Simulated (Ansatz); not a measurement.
## TiGe2As4 bilayer (AB) in a perpendicular field

What dipole does a perpendicular field induce in the TiGe2As4 bilayer (AB)? A positive field points along +c.

Calculated with Ansatz 0.2.0; plane-wave DFT, PBE-D4, Ansatz PAW.

## (1) The starting structure

The cell holds 14 atoms: 8 As, 4 Ge and 2 Ti. Its edges and angles: a = 3.730 Å, b = 3.730 Å, c = 74.230 Å, α = 90.0°, β = 90.0°, γ = 120.0°. Regions: layer 1: TiGe2As4, 7 atoms (4 As, 2 Ge and 1 Ti); layer 2: TiGe2As4, 7 atoms (4 As, 2 Ge and 1 Ti). Vacuum lies along c.

## (2) Relaxing the slab

The starting cell is a guess, so the in-plane lattice and the atoms are relaxed first, with the slab cut off from its images along the normal.

Contents of input.yaml:

```yaml
crystal:
  lattice:
    - [3.73, 0.0, 0.0]
    - [-1.865, 3.2302747561, 0.0]
    - [0.0, 0.0, 74.2304237659]
  atoms:
    - { symbol: As, position: [0.0, 0.0, 0.354302167] }
    - { symbol: Ge, position: [0.3333333333, 0.6666666667, 0.3659281097] }
    - { symbol: As, position: [0.3333333333, 0.6666666667, 0.3971821412] }
    - { symbol: Ti, position: [0.0, 0.0, 0.4170474096] }
    - { symbol: As, position: [0.3333333333, 0.6666666667, 0.436912678] }
    - { symbol: Ge, position: [0.3333333333, 0.6666666667, 0.4681667094] }
    - { symbol: As, position: [0.0, 0.0, 0.4797926521] }
    - { symbol: As, position: [0.3333333333, 0.6666666667, 0.5202073479] }
    - { symbol: Ge, position: [0.6666666667, 0.3333333333, 0.5318332906] }
    - { symbol: As, position: [0.6666666667, 0.3333333333, 0.563087322] }
    - { symbol: Ti, position: [0.3333333333, 0.6666666667, 0.5829525904] }
    - { symbol: As, position: [0.6666666667, 0.3333333333, 0.6028178588] }
    - { symbol: Ge, position: [0.6666666667, 0.3333333333, 0.6340718903] }
    - { symbol: As, position: [0.3333333333, 0.6666666667, 0.645697833] }
  periodic: [true, true, false]
kpoints:
  mp_grid: { grid: [12, 12, 1] }
hamiltonian:
  xc: pbe
  dispersion: d4
scf:
  occupations: { method: fermi_dirac, width: 0.05 }
  convergence: { dr2_threshold: 1.0e-09 }
relax:
  f_tol: 0.004
  max_steps: 90
  cell: {}
output:
  write_potential: true
  write_density: true
  volumetric_format: npy
```

Run with:

```
ansatz run input.yaml --threads 4 --pin off --max-ram 12288MiB --backend cpu --events-out ev --progress --plain --runs-dir out
```

Numbers of over 12 decimals in the logs are rounded to 6 here.

What it wrote:

```text
Warning: relax.cell: scf.convergence.dr2_threshold = 1e-9 eV is looser than the 1.39932313632e-10 eV advised for a relaxation that steers and ends on the stress (1e-10 eV for each atom of the cell: 14, times the square of relax.cell.stress_2d_tol = 0.05 N/m over 31.6 Å (the atoms' height at the walk's start and 5 Å past either face), 1.581e-2 GPa, over a crystal's default 0.05). What an SCF threshold leaves in a stress goes as its square root, and in the free energy as the threshold itself, and one threshold admits the most on a small cell: [figures from the program's tests cut] Set scf.convergence.dr2_threshold to 1.39932313632e-10 eV or tighter. [rest of the remark cut]
Engine: ansatz 0.2.0, aarch64-unknown-linux-gnu
Pseudopotentials: kind: paw
Pseudopotential: As, paw, valence charge 15, recommended cutoff 420 eV (normal), As.paw.azcp
Pseudopotential: Ge, paw, valence charge 14, recommended cutoff 420 eV (normal), Ge.paw.azcp
Pseudopotential: Ti, paw, valence charge 12, recommended cutoff 420 eV (normal), Ti.paw.azcp
Functional definition: PBE
  parameter kappa = 0.804
  parameter beta = 0.066725
  exchange = pbe_x(kappa = kappa, mu = beta*pi^2/3)
  correlation = pbe_c(beta = beta)
Crystal: 14 atoms, lattice volume = 894.397 Å³
Basis set: ecut = 420 eV, 17601 PW (Γ), exchange–correlation on 50×50×1000 points (8 copies of the dense FFT grid, shifted against one another)
Bands: 120, of which v1, the nominal top of the filled ones, is band 100 counted from 1 (99 counted from 0)
Symmetry: 6 space group operations
Space group: P3m1 (ITA 156), of the structure as read, at distance tolerance 9.6e-5 Å
k-points: 19 of 144 (time reversal used)
Non-local potential: As, projectors of the file, l = 0: 2, l = 1: 2, l = 2: 3, l = 3: 1
Non-local potential: Ge, projectors of the file, l = 0: 2, l = 1: 2, l = 2: 3, l = 3: 1
Non-local potential: Ti, projectors of the file, l = 0: 3, l = 1: 2, l = 2: 3, l = 3: 1
PAW form: soft (Blöchl's): semilocal exchange-correlation on the pseudo side does not see the compensation charge
PAW one-centre angular grid: As, 590 points (default); XC on 64 Gauss nodes
PAW one-centre angular grid: Ge, 590 points (default); XC on 64 Gauss nodes
PAW one-centre angular grid: Ti, 590 points (default); XC on 64 Gauss nodes
Initial density: superposition of atomic densities (neutral atoms: chi_scale 0, normalization atom), corrected by the library's trained network
Initial wavefunctions: pseudopotential atomic-orbital guess
Functional: x = pbe(κ = 0.804, μ = 0.219515), c = pbe(β = 0.066725)
SCF iter   1: F=—  HF=-61033.586683 eV  |F-HF|=—  |Δ(HF+E_count)|=         —  Δρ=4.29e-3  dr2=5.25e-1  ethr=1.77e-3  ⟨swp⟩=9.4  Hψ=10430  notcnv=0  defer=103
preconditioner: auto → LDOS  [metal: Δε(μ)=0.035 eV  Ē_g=8.147 eV  σ=0.050 eV  W_gap=0.17  n_scr=176 (ndim 8)  ℏωp=9.9 eV  f_vac=0.662  D(μ)=2.79/eV (n_scr^D=16)  β→1.0]
SCF iter   2: F=—  HF=-61033.575723 eV  |F-HF|=—  |Δ(HF+E_count)|=   1.10e-2  Δρ=3.11e-3  dr2=3.50e-1  ethr=2.62e-4  ⟨swp⟩=3.1  Hψ=3520  notcnv=0  defer=210
SCF iter   3: F=—  HF=-61033.550596 eV  |F-HF|=—  |Δ(HF+E_count)|=   2.51e-2  Δρ=7.98e-4  dr2=1.50e-2  ethr=1.75e-4  ⟨swp⟩=3.0  Hψ=2855  notcnv=0  defer=210
SCF iter   4: F=—  HF=-61033.548673 eV  |F-HF|=—  |Δ(HF+E_count)|=   1.92e-3  Δρ=1.88e-4  dr2=7.67e-4  ethr=7.50e-6  ⟨swp⟩=3.1  Hψ=3120  notcnv=0  defer=210
SCF iter   5: F=—  HF=-61033.548683 eV  |F-HF|=—  |Δ(HF+E_count)|=   9.64e-6  Δρ=4.70e-5  dr2=4.16e-5  ethr=3.83e-7  ⟨swp⟩=3.1  Hψ=3340  notcnv=0  defer=210
SCF iter   6: F=—  HF=-61033.548732 eV  |F-HF|=—  |Δ(HF+E_count)|=   4.94e-5  Δρ=1.47e-5  dr2=2.78e-6  ethr=2.08e-8  ⟨swp⟩=3.2  Hψ=4088  notcnv=0  defer=210
SCF iter   7: F=—  HF=-61033.548664 eV  |F-HF|=—  |Δ(HF+E_count)|=   6.88e-5  Δρ=6.11e-6  dr2=5.06e-7  ethr=1.39e-9  ⟨swp⟩=3.2  Hψ=4399  notcnv=0  defer=210
SCF iter   8: F=—  HF=-61033.548664 eV  |F-HF|=—  |Δ(HF+E_count)|=   4.87e-7  Δρ=2.79e-6  dr2=1.04e-7  ethr=2.53e-10  ⟨swp⟩=3.0  Hψ=3633  notcnv=0  defer=210
SCF iter   9: F=—  HF=-61033.548664 eV  |F-HF|=—  |Δ(HF+E_count)|=   1.04e-7  Δρ=9.50e-7  dr2=9.72e-9  ethr=5.22e-11  ⟨swp⟩=3.1  Hψ=3230  notcnv=0  defer=210
SCF iter  10: F=-61033.548664 eV  HF=-61033.548664 eV  |F-HF|=6.48e-9  |Δ(HF+E_count)|=   2.25e-8  Δρ=2.92e-7  dr2=9.19e-10  ethr=1.00e-12  ⟨swp⟩=9.1  Hψ=17627  notcnv=0
SCF 1 converged in 10 iterations: F = -61033.548664 eV  dr2 = 9.19e-10
  greatest PAW one-centre occupation: 0.999 electrons in one spin orbital (limit 2), on the As atom at site 7 (counted from 0), in its partial waves of l = 2
relax step   1: F+E_penalty+E_count = -61033.54866424 eV  Δ(F+E_penalty+E_count) = +0.000e0 eV  max|allowed force component| = 2.823e0 eV/Å  Δτ_max = 0.0000 Å  P = +13.931 N/m  Ω = 894.397 Å³  fix = [c, alpha, beta]  reactions: c +0.000 N/m  (10 SCF iters, accepted)
Crystal: 14 atoms, lattice volume = 895.406 Å³
Initial density: handed on by an earlier stage of this run
Initial wavefunctions: those handed on with the density
iter 1 solved again at ethr=2.22e-4 eV; its pass at ethr=3.10e-3 eV (dr2=4.44e-1 eV) is discarded
SCF iter   1: F=—  HF=-61035.369246 eV  |F-HF|=—  |Δ(HF+E_count)|=         —  Δρ=6.14e-3  dr2=4.49e-1  ethr=2.22e-4  ⟨swp⟩=5.6  Hψ=10841  notcnv=0
preconditioner: auto → LDOS  [metal: Δε(μ)=0.035 eV  Ē_g=7.983 eV  σ=0.050 eV  W_gap=0.17  n_scr=176 (ndim 8)  ℏωp=9.9 eV  f_vac=0.657  D(μ)=2.80/eV (n_scr^D=16)  β→1.0]
SCF iter   2: F=—  HF=-61035.362024 eV  |F-HF|=—  |Δ(HF+E_count)|=   7.22e-3  Δρ=4.93e-3  dr2=4.53e-1  ethr=2.22e-4  ⟨swp⟩=6.7  Hψ=5933  notcnv=0  defer=5
SCF iter   3: F=—  HF=-61035.271182 eV  |F-HF|=—  |Δ(HF+E_count)|=   9.08e-2  Δρ=1.33e-3  dr2=3.17e-2  ethr=2.22e-4  ⟨swp⟩=3.7  Hψ=3985  notcnv=0  defer=203
SCF iter   4: F=—  HF=-61035.266647 eV  |F-HF|=—  |Δ(HF+E_count)|=   4.53e-3  Δρ=1.83e-4  dr2=2.82e-4  ethr=1.58e-5  ⟨swp⟩=2.9  Hψ=3219  notcnv=0  defer=203
SCF iter   5: F=—  HF=-61035.266572 eV  |F-HF|=—  |Δ(HF+E_count)|=   7.47e-5  Δρ=7.73e-5  dr2=1.07e-4  ethr=1.41e-7  ⟨swp⟩=3.9  Hψ=5150  notcnv=0  defer=203
SCF iter   6: F=—  HF=-61035.266572 eV  |F-HF|=—  |Δ(HF+E_count)|=   2.82e-7  Δρ=2.18e-5  dr2=7.41e-6  ethr=5.34e-8  ⟨swp⟩=2.8  Hψ=3441  notcnv=0  defer=203
SCF iter   7: F=—  HF=-61035.266529 eV  |F-HF|=—  |Δ(HF+E_count)|=   4.25e-5  Δρ=7.30e-6  dr2=1.10e-6  ethr=3.71e-9  ⟨swp⟩=3.1  Hψ=4159  notcnv=0  defer=203
SCF iter   8: F=—  HF=-61035.266530 eV  |F-HF|=—  |Δ(HF+E_count)|=   9.75e-7  Δρ=3.08e-6  dr2=9.25e-8  ethr=5.52e-10  ⟨swp⟩=3.1  Hψ=3705  notcnv=0  defer=203
[...]
relax step   6: F+E_penalty+E_count = -61035.51035022 eV  Δ(F+E_penalty+E_count) = -6.256e-4 eV  max|allowed force component| = 6.149e-3 eV/Å  Δτ_max = 0.0076 Å  P = -0.015 N/m  Ω = 902.212 Å³  energy of the carried Pulay correction = -4.325e-4 eV  fix = [c, alpha, beta]  reactions: c -0.000 N/m  (8 SCF iters, accepted)
[...]
relax step   7: F+E_penalty+E_count = -61035.51039103 eV  Δ(F+E_penalty+E_count) = -4.081e-5 eV  max|allowed force component| = 3.135e-3 eV/Å  Δτ_max = 0.0050 Å  P = -0.004 N/m  Ω = 902.024 Å³  energy of the carried Pulay correction = -4.222e-4 eV  fix = [c, alpha, beta]  reactions: c -0.000 N/m  (7 SCF iters, accepted)
Basis set: ecut = 420 eV, 17709 PW (Γ), exchange–correlation on 54×54×1000 points (8 copies of the dense FFT grid, shifted against one another)
Initial wavefunctions: pseudopotential atomic-orbital guess (no wavefunctions were taken with the density)
iter 1 solved again at ethr=3.22e-7 eV; its pass at ethr=3.10e-3 eV (dr2=6.44e-4 eV) is discarded
SCF iter   1: F=—  HF=-61035.497070 eV  |F-HF|=—  |Δ(HF+E_count)|=         —  Δρ=1.79e-4  dr2=6.71e-6  ethr=3.22e-7  ⟨swp⟩=5.2  Hψ=18672  notcnv=0
preconditioner: auto → LDOS  [metal: Δε(μ)=0.054 eV  Ē_g=7.763 eV  σ=0.050 eV  W_gap=0.25  n_scr=176 (ndim 8)  ℏωp=9.9 eV  f_vac=0.647  D(μ)=2.59/eV (n_scr^D=16)  β→1.0]
SCF iter   2: F=—  HF=-61035.510774 eV  |F-HF|=—  |Δ(HF+E_count)|=   1.37e-2  Δρ=4.19e-6  dr2=2.20e-6  ethr=3.36e-9  ⟨swp⟩=4.7  Hψ=5232  notcnv=0
SCF iter   3: F=—  HF=-61035.510753 eV  |F-HF|=—  |Δ(HF+E_count)|=   2.12e-5  Δρ=5.53e-6  dr2=1.71e-6  ethr=1.10e-9  ⟨swp⟩=2.9  Hψ=3818  notcnv=0
SCF iter   4: F=—  HF=-61035.510769 eV  |F-HF|=—  |Δ(HF+E_count)|=   1.69e-5  Δρ=1.31e-6  dr2=8.38e-8  ethr=8.57e-10  ⟨swp⟩=2.7  Hψ=2926  notcnv=0
SCF iter   5: F=—  HF=-61035.510772 eV  |F-HF|=—  |Δ(HF+E_count)|=   2.77e-6  Δρ=5.73e-7  dr2=1.46e-8  ethr=4.19e-11  ⟨swp⟩=2.9  Hψ=4483  notcnv=0
SCF iter   6: F=-61035.510773 eV  HF=-61035.510773 eV  |F-HF|=7.40e-8  |Δ(HF+E_count)|=   9.26e-7  Δρ=1.28e-7  dr2=7.83e-10  ethr=1.00e-12  ⟨swp⟩=13.3  Hψ=18574  notcnv=0
SCF 8 converged in 6 iterations: F = -61035.510773 eV  dr2 = 7.83e-10
relax step   8: F+E_penalty+E_count = -61035.51077321 eV  Δ(F+E_penalty+E_count) = -3.822e-4 eV  max|allowed force component| = 3.128e-3 eV/Å  Δτ_max = 0.0000 Å  P = -0.007 N/m  Ω = 902.024 Å³  fix = [c, alpha, beta]  reactions: c -0.000 N/m  stress off target by 6.95e-3 N/m on what of the cell is left free  SCF on the basis re-selected at this cell (its energy is not comparable with the rows above)  (6 SCF iters)
basis re-selected at this cell: Δ(F+E_penalty+E_count) = -3.822e-4 eV, ΔP = -0.003 N/m vs the last step (what re-selecting the basis moved, of the pressure what is left beyond the Pulay correction that the steps carried, after the strain that the cell walked since its last selection, with what the two solves' SCF thresholds leave and, on support functions, any second-order correction that the steps lacked; it is no measure of the basis error at this ecutwfc). The dense FFT grid was sized anew with the basis: this SCF ran on 27×27×500 points, the steps before it on 25×25×500, so part of this shift can come from that change (see relax.cell in the input reference). [rest of the remark cut]
WARN: The output density's exchange-correlation potential varies sharply where the density is thin. Do not read a vacuum level from v_tot or v_xc, or from such a field of the output density. On a cell that repeats whose density bears no net charge and no dipole along the vacuum's axis use v_es (v_loc + v_h of the components); under efield.dipole_correction with no amplitude use v_es + v_field, which holds any externa [...]
SCF converged after 6 iterations
Free energy (F): -61035.510773 eV
Harris-Foulkes:  -61035.510773 eV  (|F-HF|=7.40e-8)
Internal energy: -61035.488712 eV  (E = F + TS)
E sigma→0 (E₀):  -61035.499743 eV
Entropy (-TS):   -0.022061 eV (-1.576 meV/atom)
Fermi energy:    -5.044430 eV
--- Per-component energies (eV) ---
  E_band       = -5738.519602
  E_kinetic    = 1815.033417
  E_local      = -3041041.042058  (includes V_loc(G=0)·N_el)
  E_nonlocal   = -3674.765273
  E_hartree    = 1519016.470676
  E_xc         = -1131.723514
  E_vxc        = -1137.152988  (∫ρ·V_xc dr)
  E_paw        = -24854.453602  (= ΣΔE_a)
  E_vpaw       = 266.443337  (= ΣTr[D̂ρ^β])
  E_aug_tail   = 0.001487  (compensation charges beyond the density's cutoff)
  E_ewald      = 1488839.672069
  E_disp       = -4.681913  (pairwise vdW)
  E_smearing   = -0.022061  (= −TS)
  E_closure    = -0.000000  (closes the sum)
  Σ components = -61035.510773   (vs F -61035.510773, Δ=0.00e0)
--- Forces (eV/Å), atoms counted from 1 ---
  atom   1  As     0.00000000    -0.00000000     0.00008620
  atom   2  Ge    -0.00000000    -0.00000000     0.00093465
  atom   3  As    -0.00000000    -0.00000000    -0.00278577
  atom   4  Ti     0.00000000    -0.00000000     0.00138919
  atom   5  As    -0.00000000    -0.00000000     0.00049438
  atom   6  Ge    -0.00000000    -0.00000000    -0.00140469
  atom   7  As     0.00000000    -0.00000000    -0.00059665
  atom   8  As     0.00000000    -0.00000000     0.00151084
  atom   9  Ge     0.00000000    -0.00000000     0.00068319
  atom  10  As     0.00000000    -0.00000000    -0.00075454
  atom  11  Ti     0.00000000    -0.00000000    -0.00148092
  atom  12  As    -0.00000000    -0.00000000     0.00312809
  atom  13  Ge    -0.00000000    -0.00000000    -0.00122888
  atom  14  As     0.00000000    -0.00000000     0.00002376
  max |Σ_I F_I| component: 1.14e-6 eV/Å
--- 2D stress c σ (N/m, compression-positive) ---
       -0.006950       0.000000      -0.000000
       -0.000000      -0.006950       0.000000
       -0.000000       0.000000      -0.000000
  P = ½ c Tr σ = -0.0069 N/m
--- Band table (eV; the first three rows and the last of 19) ---
  k-point 0: bands = [... 96 lower, -5.0433, -5.0433, -5.0133, -5.0133, -4.4778, -4.0007, -3.4550, -3.2979, ... 16 higher]
  k-point 1: bands = [... 96 lower, -5.1742, -5.1482, -5.1166, -5.0989, -4.2964, -4.0153, -2.9372, -2.8187, ... 16 higher]
  k-point 2: bands = [... 96 lower, -5.5330, -5.3973, -5.3658, -5.2322, -4.3484, -4.2834, -3.0968, -2.9596, ... 16 higher]
  k-point 18: bands = [... 96 lower, -6.5442, -6.4872, -5.8063, -5.7910, -4.2167, -4.1888, -3.9172, -3.7521, ... 16 higher]
  the weakly bound empty levels are not read free of the cell's end (no_gap_told)
--- Relaxed structure (7 steps of the walk, 7 accepted, 1 SCFs on fresh bases) ---
  F+E_penalty+E_count = -61035.51077321 eV   max|allowed force component| = 3.128e-3 eV/Å   (the final SCF, on the basis selected at the relaxed cell)
  cell:  # Å, volume = 902.0241 Å³
    - [3.745871, 0.0, 0]
    - [-1.872935, 3.244019, 0]
    - [0, 0, 74.2304237659]
  atoms:
    - { symbol: As, position: [3.8869112503300523e-17, -7.605449672495926e-18, 0.346247] }
    - { symbol: Ge, position: [0.333333, 0.666667, 0.361757] }
    - { symbol: As, position: [0.333333, 0.666667, 0.394547] }
    - { symbol: Ti, position: [4.0967034244269066e-17, -3.409606190558841e-18, 0.413926] }
    - { symbol: As, position: [0.333333, 0.666667, 0.433215] }
    - { symbol: Ge, position: [0.333333, 0.666667, 0.465984] }
    - { symbol: As, position: [4.305211960465382e-17, 7.6056453021067475e-19, 0.481575] }
    - { symbol: As, position: [0.333333, 0.666667, 0.518465] }
    - { symbol: Ge, position: [0.666667, 0.333333, 0.533937] }
    - { symbol: As, position: [0.666667, 0.333333, 0.566762] }
    - { symbol: Ti, position: [0.333333, 0.666667, 0.586103] }
    - { symbol: As, position: [0.666667, 0.333333, 0.605465] }
    - { symbol: Ge, position: [0.666667, 0.333333, 0.638250] }
    - { symbol: As, position: [0.333333, 0.666667, 0.653766] }
```

The job ended after 9.2 min (4 threads of Arm Neoverse V2, shared host; peak memory 3.3 GiB).

Step by step:

```csv
step,energy less that of the first step (eV),largest force component (eV/Å),volume (Å³)
1,0.0000,2.8226,894.40
2,-1.7179,0.5961,895.41
3,-1.9080,0.2006,897.59
4,-1.9575,0.2264,905.44
5,-1.9611,0.0786,903.45
6,-1.9617,0.0061,902.21
7,-1.9617,0.0031,902.02
8*,-1.9621,0.0031,902.02
```

Relaxation steps marked * repeat the geometry before them on a plane-wave basis chosen anew for their cell, so energy and pressure can jump there.

Forces are held to the 6 operations that the run works with; a distortion that breaks them can't arise in this run.

```csv
cell as run,before,after,change
a (Å),3.730,3.746,+0.4 %
b (Å),3.730,3.746,+0.4 %
```

The atoms that moved most (Å, along periodic axes as changes of fractional coordinates times the final cell, across vacuum about the mean position):

```csv
atom,dx,dy,dz,length
As14,0.000,0.000,0.599,0.599
As1,0.000,0.000,-0.598,0.598
Ge13,0.000,0.000,0.310,0.310
Ge2,0.000,0.000,-0.310,0.310
As5,0.000,0.000,-0.275,0.275
As10,0.000,0.000,0.273,0.273
Ti11,0.000,0.000,0.234,0.234
Ti4,0.000,0.000,-0.232,0.232
```

This step gave:

```yaml
energy_at_zero_smearing: -61035.4997 eV
```

The lattice constant a goes from 3.730 to 3.746 Å.

(Continued in part 2 of 3.)

[Logs are printed without paths, hosts, clocks, repeated set-up lines and the standing remarks that a program may print on its own settings, such as how far it seeks lower states.]

[Hosts, paths, dates, database ids (printed as entryN), source tags and the programs' standing remarks are cut or masked in the printed files.]

[Maps of the electrostatic potential energy from Ansatz leave out the sawtooth potential of an applied field or a dipole correction, so their vacuum need not be flat; planar profiles and work functions include it.]
